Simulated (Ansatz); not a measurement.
The system is TiSi2.

```
Ti Si
1.0
     0.00000    4.11752    4.26290
     2.38951    0.00000    4.26290
     2.38951    4.11752    0.00000
Ti Si
2 4
Direct
  0.75000 0.75000 0.75000
  0.50000 0.50000 0.50000
  0.41257 0.08743 0.41257
  0.08743 0.41257 0.08743
  0.16257 0.83743 0.16257
  0.83743 0.16257 0.83743
```

The cell is a database's computed one.

```yaml
Program: Ansatz 0.2.0
Task: single point
Functional: PBEsol
Potentials_or_basis: Ansatz PAW
Cutoff: "420 eV (not typed: the program's choice for these potentials)"
k_mesh: 7 × 7 × 7
Occupations: fermi-dirac, width 0.05 eV
Spin: no spin polarisation
```

On this cell: pressure -2.0 GPa; largest force 0.048 eV/Å; band gap on the k mesh none (metal or under the smearing width).

The same run follows on a disturbed copy (atoms moved at random, drawn with an rms of 0.05 Å):

```
Ti Si
1.0
     0.00000    4.11752    4.26290
     2.38951    0.00000    4.26290
     2.38951    4.11752    0.00000
Ti Si
2 4
Cartesian
  3.6333 6.1117 6.3765
  2.3463 4.1090 4.2783
  1.1705 3.3480 2.1337
  1.2065 0.7287 2.1475
  2.4337 1.3170 4.3016
  2.3347 6.9183 4.2719
```

What changes?

The energy (extrapolated to zero smearing) moves by +15.3 meV/atom; pressure -1.4 GPa; largest force 1.075 eV/Å; band gap on the k mesh none (metal or under the smearing width).

Forces on the atoms (eV/Å):
```
Ti  -0.922  0.455  0.312
Ti   0.600 -0.104 -0.204
Si   0.185  0.177  0.110
Si   0.042 -0.321  0.291
Si  -0.270  0.062 -0.556
Si   0.366 -0.268  0.046
```

Stress tensor (GPa, compression positive):
```
-1.37 -0.52 -1.19
-0.52 -2.56  1.32
-1.19  1.32 -0.18
```

Caveats: the PAW data sets come from PBE, with cores solved anew for the run's functional, which leaves a small shift of forces and pressure.
